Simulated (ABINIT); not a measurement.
AlFe:

```xyz
2
Lattice="2.9100 0.0000 0.0000 0.0000 2.9100 0.0000 0.0000 0.0000 2.9100" Properties=species:S:1:pos:R:3 pbc="T T T"
Fe    1.4550    1.4550    1.4550
Al    0.0000    0.0000    0.0000
```

Base run:

```yaml
Program: ABINIT 10.8.3 (patched build)
Functional: PBE
Potentials_or_basis: JTH PAW PBE v2.0
Cutoff: 707 eV
k_mesh: 9 × 9 × 9
Occupations: fermi-dirac, width 0.05 eV
Spin: collinear spin, ferromagnetic start
Starting_moments: "[3.0, 0.0] μB"
```

Its results: band gap on the k mesh none (metal or under the smearing width); pressure -6.4 GPa; net moment 0.67 μB per cell; site moments Fe +0.71; Al -0.02 μB.

**Question.** After a change of settings the same cell gave: band gap on the k mesh none (metal or under the smearing width); pressure -4.0 GPa; net moment 0.68 μB per cell; site moments Fe +0.72; Al -0.02 μB. Which change was it?
A. k mesh from 9 × 9 × 9 to 5 × 5 × 5
B. k mesh from 9 × 9 × 9 to 4 × 4 × 4
C. functional from PBE to BP86
D. functional from PBE to revPBE

**Answer.** D.

revPBE binds less tightly than PBE, so the same cell stands under more pressure.

Caveats: the PAW data sets were made with another functional, which shifts forces and pressure a little (some runs).

Not every run made on this cell is shown here.
